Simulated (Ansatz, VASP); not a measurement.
# One calculation of Ag, two programs

```
Ag
1.0
     0.00000    2.04310    1.96138
     2.04310    0.00000    1.96138
     2.04310    2.04310    0.00000
Ag
1
Direct
  0.00000 0.00000 0.00000
```

Change from the starting cell: strain +0.000 along x and y, -0.040 along z, atoms carried along.

Alike in both runs: task single point; functional PBE; k mesh 20 × 20 × 20; occupations gaussian, width 0.15 eV; no spin polarisation.

|  | VASP | Ansatz |
| --- | --- | --- |
| version | VASP 6.6.1 | Ansatz 0.2.0 |
| potentials or method | VASP PAW PBE potentials, release 64 (Ag) | scalar-relativistic, plane waves, PAW |
| plane-wave cutoff (eV) | 520 | 420 |
| valence electrons in the cell | 11 | 19 |

Ansatz gave:

| Property | Result |
| --- | --- |
| gap on the k mesh at the Fermi level (eV) | none |
| pressure (GPa) | 10.1 |
| largest component of the traceless stress (GPa) | 1.11 |

Problem. Estimate VASP's values.

Solution. gap on the k mesh at the Fermi level (eV): none; pressure (GPa): 9.9; largest component of the traceless stress (GPa): 1.11.

A gap of «none» marks a metal or a gap that the smearing closes. The two sets of potentials don't hold the same shells in valence.
